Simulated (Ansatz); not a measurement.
Input and command of a calculation in Ansatz (plane waves; scalar-relativistic PAW potentials unless the input names others):

```yaml
crystal:
  lattice:
    - [2.5488057606, -2.5488057606, 0.0]
    - [2.5488057606, 0.0, -2.5488057606]
    - [9.7705920027, 2.7611212805, 2.7611212805]
  atoms:
    - { symbol: Hf, position: [-0.649344445, -0.649344445, 0.70835] }
    - { symbol: Hf, position: [-0.010444445, -0.010444445, 0.3750166667] }
    - { symbol: Hf, position: [0.628455555, 0.628455555, 0.0416833333] }
    - { symbol: O, position: [0.399280555, 0.399280555, 0.2916833333] }
    - { symbol: O, position: [0.121480555, -0.878519445, 0.95835] }
    - { symbol: O, position: [-0.239619445, -0.239619445, 0.6250166667] }
    - { symbol: O, position: [-0.059069445, -0.059069445, 0.7916833333] }
    - { symbol: O, position: [0.579830555, 0.579830555, 0.45835] }
    - { symbol: O, position: [0.218730555, 0.218730555, 0.1250166667] }
kpoints:
  mp_grid: { grid: [7, 7, 3] }
hamiltonian:
  xc: r2scan
scf:
  occupations: { method: gaussian, width: 0.05 }
  lower_state_search: light
output:
  forces: true
  eigenvalues: true
  stress: true
```

```bash
ansatz run input.yaml --threads 2 --pin off --max-ram 5120MiB --backend cpu --events-out ev --progress --plain --runs-dir out
```

Abridged log:
```
Pseudopotentials: kind: paw
Pseudopotential: Hf, paw, valence charge 26, recommended cutoff 500 eV (meta_gga)
Pseudopotential: O, paw, valence charge 6, recommended cutoff 500 eV (meta_gga)
Functional definition: r2SCAN
Crystal: 9 atoms, lattice volume = 99.349 Å³
Basis set: ecut = 500 eV, 2559 PW (Γ), exchange–correlation on 108×108×320 points (64 copies of the dense FFT grid, shifted against one another)
Bands: 69, of which v1, the nominal top of the filled ones, is band 57 counted from 1 (56 counted from 0)
Symmetry: 2 space group operations
Space group: Cm (ITA 8), of the structure as read, at distance tolerance 4.6e-5 Å
k-points: 44 of 147 (time reversal used)
Initial density: superposition of atomic densities (neutral atoms: chi_scale 0, normalization atom), corrected by the library's trained network
Initial wavefunctions: pseudopotential atomic-orbital guess
Functional: x = r2scan, c = r2scan; τ floored in thin density (d = 2e-4 eV/Å³)
SCF iter   1: F=—  HF=-50627.274981 eV  |F-HF|=—  |Δ(HF+E_count)|=         —  Δρ=1.20e-2  dr2=1.37e-1  dr2_τ=6.78e-1  ethr=1.77e-3  ⟨swp⟩=5.7  Hψ=9639  notcnv=0  defer=62
SCF iter   2: F=—  HF=-50627.454877 eV  |F-HF|=—  |Δ(HF+E_count)|=   1.80e-1  Δρ=5.90e-3  dr2=3.04e-2  dr2_τ=4.38e-3  ethr=1.20e-4  ⟨swp⟩=2.1  Hψ=6345  notcnv=0  defer=214
SCF iter   3: F=—  HF=-50627.453682 eV  |F-HF|=—  |Δ(HF+E_count)|=   1.20e-3  Δρ=3.47e-3  dr2=5.23e-3  dr2_τ=1.28e-3  ethr=2.67e-5  ⟨swp⟩=2.0  Hψ=4788  notcnv=0  defer=82
automatic band count: iteration 3 solves 66 bands in place of 69: the levels show a gap, and the empty bands left out lie too high to hold charge; the band table lists the bands solved (type scf.n_extra_bands for more)
SCF iter   4: F=—  HF=-50627.453786 eV  |F-HF|=—  |Δ(HF+E_count)|=   1.04e-4  Δρ=1.13e-3  dr2=8.47e-4  dr2_τ=1.34e-4  ethr=4.59e-6  ⟨swp⟩=2.0  Hψ=3746  notcnv=0  defer=82
SCF iter   5: F=—  HF=-50627.453828 eV  |F-HF|=—  |Δ(HF+E_count)|=   4.20e-5  Δρ=2.16e-4  dr2=2.91e-5  dr2_τ=4.13e-6  ethr=7.43e-7  ⟨swp⟩=2.0  Hψ=5157  notcnv=0  defer=82
SCF iter   6: F=—  HF=-50627.453857 eV  |F-HF|=—  |Δ(HF+E_count)|=   2.97e-5  Δρ=9.44e-5  dr2=7.38e-6  dr2_τ=1.24e-6  ethr=2.55e-8  ⟨swp⟩=2.0  Hψ=4851  notcnv=0  defer=82
SCF iter   7: F=—  HF=-50627.453856 eV  |F-HF|=—  |Δ(HF+E_count)|=   1.56e-6  Δρ=2.29e-5  dr2=5.58e-7  dr2_τ=5.30e-8  ethr=6.48e-9  ⟨swp⟩=2.0  Hψ=4812  notcnv=0  defer=82
SCF iter   8: F=—  HF=-50627.453856 eV  |F-HF|=—  |Δ(HF+E_count)|=   1.68e-7  Δρ=9.63e-6  dr2=9.22e-8  dr2_τ=1.29e-8  ethr=8.77e-11  ⟨swp⟩=9.7  Hψ=13275  notcnv=0
SCF iter   9: F=-50627.453856 eV  HF=-50627.453856 eV  |F-HF|=1.32e-8  |Δ(HF+E_count)|=   2.52e-8  Δρ=4.99e-6  dr2=2.17e-8  dr2_τ=3.52e-9  ethr=8.08e-11  ⟨swp⟩=5.4  Hψ=11718  notcnv=0
SCF 1 converged in 9 iterations: F = -50627.453856 eV  dr2 = 2.17e-8
SCF converged after 9 iterations
Free energy (F): -50627.453856 eV
Harris-Foulkes:  -50627.453856 eV  (|F-HF|=1.32e-8)
Internal energy: -50627.453856 eV  (E = F + TS)
E sigma→0 (E₀):  -50627.453856 eV
Fermi energy:    17.565845 eV
--- Forces (eV/Å), atoms counted from 1 ---
  atom   1  Hf    -0.14421292    -0.14292553    -0.14292553
  atom   2  Hf     0.07189247     0.00476772     0.00476772
  atom   3  Hf     0.94461983     0.64239766     0.64239766
  atom   4  O      0.12252387    -0.16673752    -0.16673752
  atom   5  O     -4.04204079    -0.00300910    -0.00300910
  atom   6  O     -0.04544812     0.02156753     0.02156753
  atom   7  O     -0.39558384     0.37782635     0.37782635
  atom   8  O      0.00029455    -0.01870463    -0.01870463
  atom   9  O      3.48799072    -0.71519744    -0.71519744
--- Stress (GPa, compression-positive) ---
       11.427804       2.070472       2.070472
        2.070472      -7.808086      -4.278226
        2.070472      -4.278226      -7.808086
  P = ⅓ Tr σ = -1.3961 GPa (-13.961 kbar)
```

Apart from outputs and empty bands, the input differs from a reference run on usual settings in scf.lower_state_search: not typed → "light"; hamiltonian.xc: "pbe" → "r2scan"; basis.ecutwfc: 420 → not typed. The reference, at the same geometry (not necessarily relaxed), gave pressure 4.45 GPa, largest force 3.911 eV/Å, gap on the mesh 3.26 eV. This run converged in 9 SCF iterations (reference: 8) with a total energy on another zero, pressure -1.40 GPa, largest force 4.042 eV/Å, gap on the mesh 3.71 eV.

Time: 27 s on 2 threads of Intel(R) Xeon(R) Platinum 8375C CPU @ 2.90GHz (Ice Lake) (shared host), peak memory 0.78 GiB.